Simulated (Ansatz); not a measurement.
TaSi2 at a changed volume — field gradients at the nuclei

The cell is a structure deposited in the COD, relaxed with PBE at fixed cell and then changed (volume scaled by 0.98, ions relaxed).

Space group P6_422 (No. 181); a = 4.7518, c = 6.5259 Å, γ = 120.00°.

| site | Wyckoff | site symmetry | x | y | z |
| --- | --- | --- | --- | --- | --- |
| Ta | 3c | 222 | 0.5000 | 0.0000 | 0.0000 |
| Si | 6i | ..2 | 0.1590 | 0.3179 | 0.0000 |

One atom of each set is listed.

All values are calculated (Ansatz; DFT, PBE, plane waves and PAW, scalar-relativistic, 420 eV cutoff, Γ-centred 11×11×7 k-points, Fermi–Dirac smearing 0.05 eV), not measured.

Conventions: |V_zz| ≥ |V_yy| ≥ |V_xx|, η = (V_xx − V_yy)/V_zz, C_Q = eQV_zz/h.

¹⁸¹Ta: I = 7/2, Q = 3170 mb. Q values from Pyykkö, Mol. Phys. 116, 1328 (2018).

Problem. What field gradients does the calculation give at each kind of site?

Solution. 

```json
{"site": "Ta", "atoms": "3", "first shell": "10 Si at 2.59–2.81 Å, 4 Ta at 3.22 Å", "V_xx, V_yy, V_zz (10²¹ V/m²)": "-0.51, -6.06, 6.57", "η": "0.84", "C_Q (MHz)": "504"}
{"site": "Si", "atoms": "6", "first shell": "2 Si at 2.54 Å, 5 Ta at 2.59–2.81 Å; also 3 Si at 2.62–2.81 Å", "V_xx, V_yy, V_zz (10²¹ V/m²)": "0.70, 2.06, -2.76", "η": "0.49", "C_Q (MHz)": "–"}
```

Si has no stable isotope with a ground-state quadrupole moment in the table, so no C_Q is given.

With no gap above 0.1 eV, as in a metal, the gradients converge slowly in k; expect changes of a tenth or more on a denser mesh. Without spin–orbit coupling the gradients at and beside Ta can be off by some per cent, at some sites by more. With these PAW files V_zz is typically within 2 to 3 % of all-electron values, but misses above 10 % occur on Ta. At this changed cell the PBE pressure is 7 GPa.
